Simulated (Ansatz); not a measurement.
# CuO (P-1) in Ansatz: further runs

Aim: see how the results for CuO move with the level of theory and the settings. Levels: LDA, r2SCAN. Tasks: band structure, single point, equation of state.

All numbers are computed with Ansatz 0.2.0; they aren't measurements. Logs are shortened: lines on timing, memory, paths and dates and some standing lists are left out, and cuts for length are marked.

## Step 1: The crystal as given

The typed cell holds 4 atoms: a = 2.880 Å, b = 2.880 Å, c = 5.176 Å, α = 89.81°, β = 89.81°, γ = 89.22°.

The cell comes from a database or a generator and needn't be the stable form of this composition.

## Step 2: Band structure, LDA

Contents of input.yaml:

```yaml
crystal:
  lattice:
    - [2.8795009639, 0.0, 0.0]
    - [0.039072758, 2.8792794796, 0.0]
    - [0.0174953863, 0.0172449008, 5.1763391994]
  atoms:
    - { symbol: Cu, position: [0.0, 0.5, 0.0] }
    - { symbol: Cu, position: [0.5, 0.0, 0.5] }
    - { symbol: O, position: [0.99842397, 0.00167178, 0.7498871] }
    - { symbol: O, position: [0.00157603, 0.99832822, 0.2501129] }
hamiltonian:
  xc: lda
  pseudopotentials: { kind: paw }
kpoints:
  mp_grid: { grid: [9, 9, 5] }
  band_path:
    path:
      - [[0.0, 0.0, 0.0], [0.5, 0.5, 0.0], [0.5009280546, 0.5009280546, 0.4940215567], [0.5, 0.5, 0.5], [0.5075950467, 0.4924049533, 0.5]]
      - [[0.4924049533, -0.4924049533, 0.5], [0.0, 0.0, 0.5], [0.4990719454, 0.4990719454, 0.5059784433]]
      - [[0.5, 0.5, 0.0], [0.5066808622, 0.4933191378, 0.0]]
      - [[0.4933191378, -0.4933191378, 0.0], [0.0, 0.0, 0.0], [0.5, 0.0, 0.0]]
      - [[0.5, 0.0, 0.5], [0.0, 0.0, 0.0]]
    npoints: 14
scf:
  occupations: { method: fermi_dirac, width: 0.05 }
  n_extra_bands: 10
output:
  forces: true
  stress: true
  eigenvalues: true
  fatbands: true
```

Potentials or basis: Ansatz PAW.

The run is started by

```sh
ansatz run input.yaml --threads 2 --pin off --max-ram 5632MiB --backend cpu --events-out ev --progress --plain --runs-dir out
```

What it wrote:

```text
Warning: RAYON_NUM_THREADS=2 ignored (pool sized by the plan → 2); use --threads N
scf.n_extra_bands = 10 over 25 filled bands (N_el = 50.0): the run solves 35 bands
Engine: ansatz 0.2.0, aarch64-unknown-linux-gnu
Pseudopotentials: kind: paw
Pseudopotential: Cu, paw, valence charge 19, recommended cutoff 420 eV (normal), Cu.paw.azcp
Pseudopotential: O, paw, valence charge 6, recommended cutoff 420 eV (normal), O.paw.azcp
Functional definition: SPW92
  exchange = slater_x
  correlation = pw_c
Crystal: 4 atoms, lattice volume = 42.916 Å³
Basis set: ecut = 420 eV, 827 PW (Γ)
Bands: 35, of which v1, the nominal top of the filled ones, is band 25 counted from 1 (24 counted from 0)
Symmetry: 2 space group operations
Space group: P-1 (ITA 2), of the structure as read, at distance tolerance 3.5e-5 Å
k-points: 203 of 405
Non-local potential: Cu, projectors of the file, l = 0: 3, l = 1: 2, l = 2: 3, l = 3: 1
Non-local potential: O, projectors of the file, l = 0: 2, l = 1: 2, l = 2: 1
PAW form: soft (Blöchl's): semilocal exchange-correlation on the pseudo side does not see the compensation charge
PAW frozen core: Cu, regenerated for the run's functional, and the local potential with it (the file was generated under x = pbe(κ = 0.804, μ = 0.2195149727645171), c = pbe(β = 0.06672455060314922))
PAW frozen core: O, regenerated for the run's functional, and the local potential with it (the file was generated under x = pbe(κ = 0.804, μ = 0.2195149727645171), c = pbe(β = 0.06672455060314922))
PAW one-centre angular grid: Cu, 590 points (default); XC on 64 Gauss nodes
PAW one-centre angular grid: O, 110 points (default); XC on 64 Gauss nodes
Initial density: superposition of atomic densities (neutral atoms: chi_scale 0, normalization atom), corrected by the library's trained network
Initial wavefunctions: pseudopotential atomic-orbital guess
Functional: x = slater, c = lda
SCF iter   1: F=—  HF=-14219.334748 eV  |F-HF|=—  |Δ(HF+E_count)|=         —  Δρ=2.30e-2  dr2=1.55e-1  ethr=1.77e-3  ⟨swp⟩=5.3  Hψ=27174  notcnv=0  defer=44
preconditioner: auto → LDOS  [metal: Δε(μ)=0.058 eV  Ē_g=15.334 eV  σ=0.050 eV  W_gap=0.28  n_scr=16 (ndim 8)  ℏωp=33.1 eV  f_vac=0.037  D(μ)=2.20/eV (n_scr^D=16)  β→1.0]
SCF iter   2: F=—  HF=-14219.391225 eV  |F-HF|=—  |Δ(HF+E_count)|=   5.65e-2  Δρ=3.64e-2  dr2=2.96e-1  ethr=3.10e-4  ⟨swp⟩=2.4  Hψ=15348  notcnv=0  defer=599  recentre
SCF iter   3: F=—  HF=-14219.288099 eV  |F-HF|=—  |Δ(HF+E_count)|=   1.03e-1  Δρ=5.03e-3  dr2=9.61e-3  ethr=3.10e-4  ⟨swp⟩=2.3  Hψ=12688  notcnv=0  defer=599
SCF iter   4: F=—  HF=-14219.285797 eV  |F-HF|=—  |Δ(HF+E_count)|=   2.30e-3  Δρ=2.34e-3  dr2=1.56e-3  ethr=1.92e-5  ⟨swp⟩=2.8  Hψ=12237  notcnv=0  defer=598
SCF iter   5: F=—  HF=-14219.285523 eV  |F-HF|=—  |Δ(HF+E_count)|=   2.73e-4  Δρ=6.35e-4  dr2=1.05e-4  ethr=3.13e-6  ⟨swp⟩=1.7  Hψ=7796  notcnv=0  defer=598
SCF iter   6: F=—  HF=-14219.285507 eV  |F-HF|=—  |Δ(HF+E_count)|=   1.67e-5  Δρ=1.48e-4  dr2=5.64e-6  ethr=2.10e-7  ⟨swp⟩=2.0  Hψ=8144  notcnv=0  defer=598
SCF iter   7: F=—  HF=-14219.285504 eV  |F-HF|=—  |Δ(HF+E_count)|=   3.07e-6  Δρ=3.37e-5  dr2=2.77e-7  ethr=1.13e-8  ⟨swp⟩=2.1  Hψ=8556  notcnv=0  defer=598
SCF iter   8: F=-14219.285504 eV  HF=-14219.285504 eV  |F-HF|=5.27e-9  |Δ(HF+E_count)|=   1.55e-8  Δρ=5.22e-6  dr2=6.42e-9  ethr=2.00e-10  ⟨swp⟩=8.1  Hψ=31173  notcnv=0
SCF 1 converged in 8 iterations: F = -14219.285504 eV  dr2 = 6.42e-9
NSCF: frozen V_eff on 145 k-points
SCF converged after 8 iterations
Free energy (F): -14219.285504 eV
Harris-Foulkes:  -14219.285504 eV  (|F-HF|=5.27e-9)
Internal energy: -14219.266263 eV  (E = F + TS)
E sigma→0 (E₀):  -14219.275883 eV
Entropy (-TS):   -0.019241 eV (-4.810 meV/atom)
Fermi energy:    10.958268 eV
--- Per-component energies (eV) ---
  E_band       = -917.791744
  E_kinetic    = 940.665090
  E_local      = -10029.192511  (includes V_loc(G=0)·N_el)
  E_nonlocal   = 886.789717
  E_hartree    = 4331.834483
  E_xc         = -320.195023
  E_vxc        = -413.634778  (∫ρ·V_xc dr)
  E_paw        = -3474.568491  (= ΣΔE_a)
  E_vpaw       = -966.098091  (= ΣTr[D̂ρ^β])
  E_aug_tail   = 0.005505  (compensation charges beyond the density's cutoff)
  E_ewald      = -6555.698196
  E_core_change = 1.093163  (= ΣΔE_core)
  E_smearing   = -0.019241  (= −TS)
  E_closure    = 0.000000  (closes the sum)
  Σ components = -14219.285504   (vs F -14219.285504, Δ=0.00e0)
--- Forces (eV/Å), atoms counted from 1 ---
  atom   1  Cu     0.00000000     0.00000000     0.00000000
  atom   2  Cu     0.00000000     0.00000000     0.00000000
  atom   3  O      0.00750126    -0.00891680     0.00906880
  atom   4  O     -0.00750126     0.00891680    -0.00906880
  max |Σ_I F_I| component: 0.00e0 eV/Å
--- Stress (GPa, compression-positive) ---
       -6.506026      -0.154529      -0.038394
       -0.154529      -6.538892      -0.028185
       -0.038395      -0.028186     -12.488221
  P = ⅓ Tr σ = -8.5110 GPa (-85.110 kbar)
--- Band table (eV; the first three rows and the last of 203) ---
  k-point 0: bands = ["-100.9826", "-100.9788", "-58.9201", "-58.9157", "-58.8798", "-58.8721", "-58.5845", "-58.5819", "-8.7939", "-7.4143", "2.4930", "5.3600", "5.3883", "7.0667", "7.4969", "7.5008", "7.5044", "7.8255", "8.1951", "8.5008", "8.5114", "8.5592", "8.6437", "8.9393", "11.6373", "11.6704", "12.4457", "17.0714", "18.2098", "24.4363", "25.5323", "25.5578", "25.7930", "26.5499", "27.0390"]
  k-point 1: bands = ["-100.9826", "-100.9788", "-58.9201", "-58.9157", "-58.8793", "-58.8726", "-58.5845", "-58.5819", "-8.6843", "-7.5757", "2.8896", "5.3799", "5.4040", "6.8275", "7.2425", "7.2839", "7.2867", "7.5020", "8.4178", "8.5673", "8.6355", "8.8307", "8.8472", "8.8536", "11.4658", "11.4956", "12.9539", "16.1685", "19.4284", "24.5473", "25.0722", "25.7563", "25.7620", "26.2747", "26.9878"]
  k-point 2: bands = ["-100.9826", "-100.9788", "-58.9201", "-58.9157", "-58.8783", "-58.8736", "-58.5845", "-58.5819", "-8.3800", "-7.9609", "3.9544", "5.4032", "5.4174", "5.4292", "7.0458", "7.0467", "7.3393", "7.4611", "8.5268", "8.5883", "8.6140", "8.6659", "9.3358", "9.3451", "11.1240", "11.1399", "13.9744", "15.0567", "21.3573", "23.4060", "24.8978", "25.5126", "26.1994", "26.2363", "26.8197"]
  k-point 202: bands = ["-100.9817", "-100.9780", "-58.9352", "-58.9166", "-58.8762", "-58.8726", "-58.5941", "-58.5850", "-7.9875", "-7.2722", "3.7906", "3.9276", "5.0885", "5.3877", "6.4995", "6.7756", "7.7886", "8.2497", "8.3019", "8.4954", "8.6779", "8.9031", "9.1016", "9.4023", "10.8529", "11.4369", "14.8177", "16.4984", "18.6504", "21.5227", "22.4335", "24.9002", "25.0672", "27.7714", "28.2472"]
```

Wall time 11 s (2 threads of Arm Neoverse V2, shared host); peak memory 0.47 GiB.

Results:

```yaml
Free_energy: -14219.2855 eV
Pressure: -8.5 GPa
Largest_force: 0.015 eV/Å
Band_gap_on_the_k_mesh: none (metal or under the smearing width)
```

Forces on the atoms (eV/Å):
```
Cu   0.000  0.000  0.000
Cu   0.000  0.000  0.000
O    0.008 -0.009  0.009
O   -0.008  0.009 -0.009
```

Stress tensor (GPa, compression positive):
```
 -6.51  -0.15  -0.04
 -0.15  -6.54  -0.03
 -0.04  -0.03 -12.49
```

Levels at the corners of the path, in eV from the Fermi level:
```csv
point,band 21,band 22,band 23,band 24,band 25,band 26,band 27,band 28,band 29,band 30
Γ,-2.45,-2.40,-2.31,-2.02,0.68,0.71,1.49,6.11,7.25,13.48
Y,-2.34,-2.34,-1.62,-1.15,-1.14,1.20,2.03,7.00,9.72,9.98
F,-1.99,-1.99,-1.38,-1.37,-0.48,-0.43,3.85,3.93,10.62,10.63
L,-1.99,-1.99,-1.38,-1.37,-0.46,-0.46,3.89,3.89,10.62,10.63
I,-1.99,-1.99,-1.38,-1.38,-0.46,-0.46,3.89,3.89,10.62,10.63
I1,-1.99,-1.99,-1.38,-1.38,-0.46,-0.46,3.89,3.89,10.62,10.63
Z,-2.36,-2.35,-1.52,-1.52,0.10,0.10,3.56,3.56,11.43,11.44
F1,-1.99,-1.99,-1.38,-1.37,-0.48,-0.43,3.85,3.93,10.62,10.63
Y,-2.34,-2.34,-1.62,-1.15,-1.14,1.20,2.03,7.00,9.72,9.98
X1,-2.34,-2.34,-1.62,-1.15,-1.15,1.20,2.03,6.99,9.72,9.99
X,-2.34,-2.34,-1.62,-1.15,-1.15,1.20,2.03,6.99,9.72,9.99
Γ,-2.45,-2.40,-2.31,-2.02,0.68,0.71,1.49,6.11,7.25,13.48
N,-2.25,-1.93,-1.57,-1.49,0.23,0.46,3.36,5.97,6.53,11.04
M,-2.42,-2.39,-2.03,-1.83,-0.10,0.71,4.13,5.89,8.27,8.93
Γ,-2.45,-2.40,-2.31,-2.02,0.68,0.71,1.49,6.11,7.25,13.48
```

Caveat: the pressure holds a Pulay correction of +0.9 GPa for the finite cutoff; the run has no spin polarisation, though such a crystal can be magnetic; semilocal functionals often make such compounds metallic where correlation or magnetic order opens a gap, which also shifts bond lengths; the PAW data sets come from PBE, with cores solved anew for the run's functional, which leaves a small shift of forces and pressure.

## Step 3: Single point, LDA, 10.09 Å³/atom (volume scaled by 0.94)

Contents of input.yaml:

```yaml
crystal:
  lattice:
    - [2.8207191443, 0.0, 0.0]
    - [0.038275131, 2.8205021813, 0.0]
    - [0.0171382374, 0.0168928653, 5.0706699737]
  atoms:
    - { symbol: Cu, position: [0.0, 0.5, 0.0] }
    - { symbol: Cu, position: [0.5, 0.0, 0.5] }
    - { symbol: O, position: [0.99842397, 0.00167178, 0.7498871] }
    - { symbol: O, position: [0.00157603, 0.99832822, 0.2501129] }
hamiltonian:
  xc: lda
  pseudopotentials: { kind: paw }
kpoints:
  mp_grid: { grid: [9, 9, 5] }
scf:
  occupations: { method: fermi_dirac, width: 0.05 }
output:
  forces: true
  stress: true
  eigenvalues: true
```

Potentials or basis: Ansatz PAW.

The run is started by

```sh
ansatz run input.yaml --threads 2 --pin off --max-ram 5632MiB --backend cpu --events-out ev --progress --plain --runs-dir out
```

Run time: 5.3 s. Hardware: 2 threads of Arm Neoverse V2, shared host; peak memory 0.44 GiB.

It converged, with:

```
Free energy            : -14219.3381 eV
Pressure               : 2.6 GPa
Largest force          : 0.013 eV/Å
Band gap on the k mesh : none (metal or under the smearing width)
```

Caveat: the pressure holds a Pulay correction of +0.9 GPa for the finite cutoff; the run has no spin polarisation, though such a crystal can be magnetic; semilocal functionals often make such compounds metallic where correlation or magnetic order opens a gap, which also shifts bond lengths; the PAW data sets come from PBE, with cores solved anew for the run's functional, which leaves a small shift of forces and pressure.

## Step 4: Single point, LDA, 10.30 Å³/atom (volume scaled by 0.96)

Edit input.yaml of step 3 so:

```diff
@@ -2,5 +2,5 @@
   lattice:
-    - [2.8207191443, 0.0, 0.0]
-    - [0.038275131, 2.8205021813, 0.0]
-    - [0.0171382374, 0.0168928653, 5.0706699737]
+    - [2.8405840181, 0.0, 0.0]
+    - [0.038544683, 2.8403655272, 0.0]
+    - [0.0172589332, 0.017011833, 5.1063800938]
   atoms:
@@ -21 +21,5 @@
   eigenvalues: true
+  write_density: true
+  write_potential: true
+  elf: true
+  volumetric_format: npy
```

The run is started by

```sh
ansatz run input.yaml --threads 2 --pin off --max-ram 5632MiB --backend cpu --events-out ev --progress --plain --runs-dir out
```

Wall time 7.5 s (2 threads of Arm Neoverse V2, shared host); peak memory 0.45 GiB.

It converged, with:

| Item | Value |
| --- | --- |
| Free energy | -14219.3408 eV |
| Pressure | -1.5 GPa |
| Largest force | 0.013 eV/Å |
| Band gap on the k mesh | none (metal or under the smearing width) |

Caveat: the pressure holds a Pulay correction of +0.9 GPa for the finite cutoff; the run has no spin polarisation, though such a crystal can be magnetic; semilocal functionals often make such compounds metallic where correlation or magnetic order opens a gap, which also shifts bond lengths; the PAW data sets come from PBE, with cores solved anew for the run's functional, which leaves a small shift of forces and pressure.

[end of part 1 of 2]
